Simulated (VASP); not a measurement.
Input of a VASP 6.6.1 run:

Contents of INCAR:

```
SYSTEM = Al
PREC     = Accurate       ! precision mode
ENCUT    = 520            ! plane-wave cutoff, eV
EDIFF    = 1E-7           ! SCF threshold, eV
ISMEAR   = -1             ! smearing method
SIGMA    = 0.15           ! smearing width, eV
LREAL    = .FALSE.        ! projectors in reciprocal space
LASPH    = .TRUE.         ! aspherical terms in the spheres
NELM     = 100            ! most SCF steps
ALGO     = Fast           ! electronic algorithm
ISIF     = 2              ! what is computed and relaxed
LWAVE    = .FALSE.        ! write WAVECAR
LCHARG   = .FALSE.        ! write CHGCAR
GGA      = PE             ! functional
IVDW     = 12             ! dispersion correction
NBANDS   = 30             ! bands
```

Contents of KPOINTS:

```
Automatic mesh
0
G
  3 3 1
  0 0 0
```

The input POSCAR:

```
Al
1.0
    5.7275650000      0.0000000000      0.0000000000
    2.8637820000      4.9602170000      0.0000000000
    0.0000000000      0.0000000000     16.6765370000
Al
12
Direct
    0.1666684945      0.1666660955      0.0599644878
    0.6666715499      0.1666660955      0.0599644878
    0.1666709227      0.6666643818      0.0599644878
    0.6666739781      0.6666643818      0.0599644878
   -0.1425751844      0.3018416331      0.1916105244
    0.4067173188      0.2796651840      0.2123402479
   -0.1834739378      0.8103476118      0.2093000483
    0.3129596918      0.8293588768      0.2029258233
    0.0176010807     -0.0543726212      0.3457672297
    0.4686198209     -0.0202007291      0.3474522318
    0.0225181239      0.4570969375      0.3433926360
    0.5063664412      0.4536495077      0.3604585292
```

Potentials or basis: VASP PAW PBE potentials, release 64 (Al).

The run is started by

```sh
$ cat potpaw_PBE.64/Al/POTCAR > POTCAR
$ mpirun -np 1 vasp_std > vasp.out
```

Question: What does it give for the dispersion energy per atom?

Answer: -0.224 eV.

Question: Estimate the band gap on the k mesh.

Answer: None (metal or under the smearing width).

Question: Estimate the largest force.

Answer: 1.494 eV/Å.

Forces on the atoms (eV/Å):
```
Al   0.118 -0.118 -0.049
Al  -0.035 -0.054 -0.020
Al  -0.012 -0.012  0.258
Al  -0.081 -0.052  0.206
Al   0.143  0.513  0.648
Al  -0.939  1.145 -0.198
Al   0.590 -0.879 -0.221
Al   0.150 -0.580  0.009
Al  -0.442  0.288 -0.059
Al   0.636 -0.564  0.081
Al  -0.450  0.319 -0.179
Al   0.323 -0.007 -0.475
```

Caveat: the k mesh is coarse (spacing up to 0.42 Å⁻¹), so the values aren't converged.
